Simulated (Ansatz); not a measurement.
Here is an Ansatz input file for BN, space group P1. Write the same calculation for the Python package.

```yaml
crystal:
  lattice:
    - [2.508041, 0.0, 0.0]
    - [-1.246711, 2.176231, 0.0]
    - [-0.630665, -1.088116, 3.02254]
  atoms:
    - { symbol: B, position: [0.979643, 0.983499, 0.001806] }
    - { symbol: "N", position: [0.668506, 0.332385, 0.984999] }
kpoints:
  mp_grid:
    grid: [6, 6, 4]
hamiltonian:
  xc: lda
  pseudopotentials:
    kind: paw
scf:
  occupations:
    method: fixed
gw:
  n_empty_bands: 80
  ecut_chi: 100.0
  qp_bands: [v2, c2]
```

The script, `gw.py`:
```python
"""One-shot GW for BN."""

import logging
import sys

import ansatz

logging.basicConfig(stream=sys.stdout, format="%(name)s: %(message)s")
log = logging.getLogger("calc")
log.setLevel(logging.INFO)

KMESH = (6, 6, 4)
OCCUPATIONS = "fixed"


def main() -> None:
    lattice = ansatz.Lattice.of(
        (2.508041, 0.0, 0.0),
        (-1.246711, 2.176231, 0.0),
        (-0.630665, -1.088116, 3.02254),
    )
    sites = [
        ("B", (0.979643, 0.983499, 0.001806)),
        ("N", (0.668506, 0.332385, 0.984999)),
    ]
    crystal = ansatz.Crystal(lattice=lattice)
    for symbol, position in sites:
        crystal = crystal.atom(symbol, position)

    job = (
        crystal.calculation()
        .pseudopotentials("paw")
        .functional(ansatz.Functional.LDA)
        .kpoints(*KMESH)
        .occupations(OCCUPATIONS)
        .gw(empty_bands=80, screening_cutoff=100, quasiparticle_bands=("v2", "c2"))
    )
    events = []
    outcome = job.session().plan().execute(on_event=events.append, runs_dir="gw_run")
    gw = next(e["data"] for e in events if e["event"] == "gw_qp")
    top = gw["frontier_bands"]["highest_filled_band"]
    log.info(" k band    E_KS   Sigma_x  Sigma_c     Vxc      Z    E_QP (eV)")
    for qp in gw["qp"]:
        log.info(f"{qp['ik']:2d} {qp['band']:4d} {qp['eps_ks_ev']:7.3f} {qp['sigma_x_ev']:9.3f} {qp['sigma_c_at_ks_ev']:8.3f} {qp['vxc_ev']:8.3f} {qp['z']:6.3f} {qp['e_qp_ev']:8.3f}")
    for key, label in (("eps_ks_ev", "Kohn-Sham"), ("e_qp_ev", "G0W0")):
        filled = max(qp[key] for qp in gw["qp"] if qp["band"] <= top)
        empty = min(qp[key] for qp in gw["qp"] if qp["band"] > top)
        log.info(f"{label} gap on the mesh: {empty - filled:.3f} eV")
    print("static dielectric eigenvalues (RPA, this mesh):", [round(e, 3) for e in gw["screening"][0]["eps_tensor_eigenvalues"]])


if __name__ == "__main__":
    main()
```

```console
$ python gw.py
DeckWarning: basis.ecutwfc = 420 eV, auto-derived from the records' recommended cutoffs: set by B (normal level)
calc:  k band    E_KS   Sigma_x  Sigma_c     Vxc      Z    E_QP (eV)
calc:  0    3   3.361   -23.954    3.682  -19.404  0.804    2.666
calc:  0    4   4.983   -23.291    3.209  -19.345  0.808    4.389
calc:  0    5  11.088    -6.123   -4.253  -11.209  0.841   11.786
calc:  0    6  15.925    -8.234   -5.025  -15.514  0.825   17.767
calc:  1    3   3.351   -23.950    3.685  -19.394  0.804    2.654
calc:  1    4   4.961   -23.283    3.216  -19.324  0.808    4.363
calc:  1    5  13.919    -7.857   -4.787  -14.034  0.818   15.047
calc:  1    6  15.807    -8.205   -5.015  -15.446  0.825   17.625
calc:  2    3   3.340   -23.944    3.688  -19.382  0.804    2.640
calc:  2    4   4.938   -23.272    3.221  -19.302  0.808    4.335
calc:  2    5  15.635    -8.311   -5.003  -15.494  0.824   17.414
calc:  2    6  16.347    -8.800   -5.730  -16.734  0.785   18.054
calc:  3    3   2.409   -20.194    3.326  -15.799  0.791    1.569
calc:  3    4   3.868   -23.061    3.396  -18.805  0.805    3.179
calc:  3    5  12.264    -6.439   -4.388  -11.836  0.835   13.102
calc:  3    6  16.484    -7.166   -6.034  -15.232  0.792   18.073
calc:  4    3   1.706   -23.821    3.985  -18.686  0.797    0.795
calc:  4    4   3.847   -23.056    3.403  -18.788  0.805    3.155
calc:  4    5  14.826    -8.704   -5.174  -15.753  0.801   16.313
calc:  4    6  16.491    -8.282   -5.248  -15.566  0.818   18.140
calc:  5    3   1.672   -23.853    3.998  -18.699  0.797    0.757
calc:  5    4   3.843   -23.057    3.405  -18.786  0.805    3.149
calc:  5    5  15.334    -8.911   -5.462  -16.465  0.791   16.970
calc:  5    6  16.313    -8.318   -5.150  -15.440  0.821   17.917
calc:  6    3   1.900   -22.084    3.715  -17.236  0.794    1.006
calc:  6    4   3.866   -23.061    3.398  -18.802  0.805    3.176
calc:  6    5  13.164    -7.262   -4.553  -13.058  0.826   14.183
calc:  6    6  16.460    -7.859   -5.629  -15.534  0.805   18.088
calc:  7    3   2.309   -23.083    3.765  -18.294  0.798    1.496
calc:  7    4   3.566   -19.515    2.835  -15.764  0.798    2.838
calc:  7    5  11.750    -7.367   -4.612  -13.435  0.818   12.933
calc:  7    6  15.132    -7.348   -5.121  -13.947  0.822   16.339
calc:  8    3   1.795   -18.345    3.132  -14.038  0.795    0.868
calc:  8    4   2.309   -23.064    3.762  -18.277  0.798    1.495
calc:  8    5  12.677    -8.833   -4.791  -15.394  0.806   14.091
calc:  8    6  15.765    -8.244   -5.075  -14.925  0.824   17.079
calc:  9    3   2.199   -19.359    3.182  -15.074  0.796    1.325
calc:  9    4   2.332   -22.305    3.633  -17.636  0.798    1.510
calc:  9    5  12.474    -8.525   -4.711  -14.923  0.810   13.830
calc:  9    6  15.687    -8.154   -5.140  -14.901  0.822   16.998
calc: 10    3   2.315   -23.090    3.764  -18.303  0.798    1.502
calc: 10    4   4.063   -19.987    2.786  -16.370  0.797    3.403
calc: 10    5  11.946    -6.897   -4.776  -13.145  0.818   13.143
calc: 10    6  14.172    -6.530   -4.854  -12.625  0.828   15.195
calc: 11    3   1.705   -23.161    3.924  -18.152  0.795    0.848
calc: 11    4   4.741   -20.005    2.648  -16.599  0.801    4.135
calc: 11    5   9.457    -6.585   -4.251  -12.009  0.829   10.425
calc: 11    6  15.400    -8.179   -5.088  -14.773  0.823   16.630
[... 209 lines left out ...]
calc: 64    4   4.320   -19.980    2.776  -16.366  0.799    3.654
calc: 64    5  10.240    -6.426   -4.390  -12.015  0.829   11.229
calc: 64    6  15.324    -8.259   -5.100  -14.874  0.822   16.563
calc: 65    3  -0.120   -23.591    4.334  -17.879  0.789   -1.200
calc: 65    4   4.533   -20.002    2.706  -16.511  0.799    3.908
calc: 65    5  11.225    -6.711   -4.648  -12.724  0.822   12.341
calc: 65    6  16.394    -6.767   -5.257  -13.519  0.817   17.605
calc: 66    3  -0.146   -23.567    4.336  -17.849  0.789   -1.229
calc: 66    4   4.844   -20.312    2.677  -16.900  0.799    4.259
calc: 66    5  11.162    -6.417   -4.714  -12.488  0.822   12.271
calc: 66    6  16.182    -6.711   -5.124  -13.274  0.821   17.354
calc: 67    3  -0.034   -23.685    4.329  -17.991  0.789   -1.104
calc: 67    4   3.793   -19.152    2.711  -15.536  0.800    3.071
calc: 67    5  11.019    -7.576   -4.483  -13.475  0.818   12.171
calc: 67    6  17.263    -7.580   -5.366  -14.624  0.816   18.621
calc: 68    3   0.002   -23.735    4.328  -18.046  0.789   -1.064
calc: 68    4   3.428   -18.810    2.755  -15.097  0.800    2.664
calc: 68    5  11.316    -7.942   -4.542  -13.980  0.815   12.527
calc: 68    6  17.188    -7.663   -5.320  -14.639  0.817   18.528
calc: 69    3   0.353   -23.306    4.186  -17.797  0.790   -0.686
calc: 69    4   5.272   -20.487    2.572  -17.269  0.799    4.757
calc: 69    5  11.888    -6.823   -4.987  -13.359  0.814   13.141
calc: 69    6  16.275    -6.642   -5.124  -13.199  0.820   17.442
calc: 70    3   0.313   -23.266    4.189  -17.745  0.790   -0.731
calc: 70    4   4.874   -20.059    2.586  -16.752  0.800    4.298
calc: 70    5  11.297    -7.025   -4.716  -13.197  0.818   12.480
calc: 70    6  16.655    -7.195   -5.245  -14.025  0.817   17.940
calc: 71    3   0.203   -23.200    4.205  -17.634  0.790   -0.865
calc: 71    4   3.430   -18.797    2.724  -15.115  0.800    2.666
calc: 71    5   9.882    -7.300   -4.167  -12.706  0.825   10.898
calc: 71    6  16.902    -7.992   -5.246  -15.009  0.818   18.339
calc: 72    3   0.229   -23.214    4.202  -17.658  0.790   -0.833
calc: 72    4   3.790   -19.091    2.688  -15.500  0.800    3.069
calc: 72    5  10.262    -7.284   -4.292  -12.872  0.823   11.324
calc: 72    6  16.986    -8.013   -5.283  -15.069  0.817   18.422
calc: 73    3   1.557   -23.341    3.976  -18.279  0.795    0.697
calc: 73    4   5.690   -20.896    2.555  -17.772  0.799    5.236
calc: 73    5  11.927    -6.671   -5.089  -13.337  0.814   13.202
calc: 73    6  14.815    -7.967   -4.985  -14.357  0.824   15.965
calc: 74    3   1.480   -23.283    3.987  -18.195  0.795    0.609
calc: 74    4   4.558   -19.875    2.670  -16.412  0.800    3.925
calc: 74    5   9.887    -6.639   -4.333  -12.199  0.828   10.898
calc: 74    6  15.091    -8.315   -5.049  -14.865  0.823   16.318
calc: 75    3   1.408   -23.233    3.998  -18.119  0.795    0.525
calc: 75    4   3.574   -19.172    2.797  -15.420  0.799    2.813
calc: 75    5   8.493    -6.541   -3.946  -11.517  0.834    9.349
calc: 75    6  14.935    -8.149   -4.986  -14.610  0.826   16.146
calc: Kohn-Sham gap on the mesh: 2.803 eV
calc: G0W0 gap on the mesh: 4.113 eV
static dielectric eigenvalues (RPA, this mesh): [3.029, 4.849, 5.497]
```
(Warnings from the package without file and line.)

Caveats:
- Absolute energies stand on the zero of these potentials, so only differences at equal settings mean something. A total without «per atom» is that of the whole cell that was run.
- Energy and stress may still move on a finer k-point mesh.
- The structure comes from a database of computed cells and needn't be a stable or known phase.
- Mesh, empty bands and screening cutoff are small, so the quasiparticle gap isn't converged, and it is read on the mesh points alone. Spin-orbit coupling is left out, which matters for heavy elements.
- Hardware and time: 100 s on 1 thread of Arm Neoverse V2, with other jobs on the host, peak memory 0.38 GiB.

(Lines on the test bed's own set-up are left out of the output.)
